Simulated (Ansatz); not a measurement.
# Relaxation of Ru

Level of theory: DFT r2SCAN, scalar-relativistic, plane waves, PAW in Ansatz. (500 eV cutoff, 18×18×10 k-mesh, Gaussian smearing of 0.10 eV, no spin polarisation)

What was changed: relaxed at -3 GPa.

Command:

```bash
ansatz run input.yaml --threads 1 --pin off --max-ram 2560MiB --backend cpu --events-out ev --progress --plain --runs-dir out
```

Input:

```yaml
crystal:
  lattice:
    - [2.7279421108, 0.0, 0.0]
    - [-1.3639710554, 2.362467168, 0.0]
    - [0.0, 0.0, 4.3060549449]
  atoms:
    - { symbol: Ru, position: [0.3333333333, 0.6666666667, 0.25] }
    - { symbol: Ru, position: [0.6666666667, 0.3333333333, 0.75] }
basis:
  ecutwfc: 500
kpoints:
  mp_grid: { grid: [18, 18, 10] }
hamiltonian:
  xc: r2scan
scf:
  occupations: { method: gaussian, width: 0.1 }
output:
  forces: true
  stress: true
  eigenvalues: true
relax:
  adjacent_minimum: "off"
  f_tol: 0.008
  max_steps: 50
  cell: { stress_tol: 0.08, p_target: -3.0 }
```

F is the free energy. Steps run on the plane waves of an earlier cell, but the last one, and at times one on the way, on a freshly chosen basis, so a repeated geometry can differ a little in energy. The relaxation lowers the enthalpy F + PV at the target pressure, so F itself can rise.

Steps:

```tsv
step	F − F(1) (eV)	largest force component (eV/Å)	V (Å³/atom)	P (GPa)
1	0.0000	0.000	13.876	-8.91
2	-0.0173	0.000	13.307	4.78
3	-0.0196	0.000	13.625	-3.27
4	-0.0201	0.000	13.613	-2.99
5	-0.0197	0.000	13.613	-3.00
```

Relaxed structure:

```cif
data_structure
_symmetry_space_group_name_H-M 'P 1'
_symmetry_Int_Tables_number 1
_cell_length_a 2.7110
_cell_length_b 2.7110
_cell_length_c 4.2776
_cell_angle_alpha 90.000
_cell_angle_beta 90.000
_cell_angle_gamma 120.000
_cell_volume 27.23
loop_
_atom_site_label
_atom_site_type_symbol
_atom_site_fract_x
_atom_site_fract_y
_atom_site_fract_z
_atom_site_occupancy
Ru1 Ru 0.33333 0.66667 0.25000 1
Ru2 Ru 0.66667 0.33333 0.75000 1
```

It takes space group P6_3/mmc (No. 194, hexagonal). The conventional cell has a = 2.711 Å, b = 2.711 Å, c = 4.278 Å, α = 90.00°, β = 90.00°, γ = 120.00°. Ru (site symmetry -6m2) is surrounded by 12 Ru at 2.65 to 2.71 Å.

The run converged. It took 57 s on 1 thread of Arm Neoverse V2 (shared host), peak memory 0.46 GiB.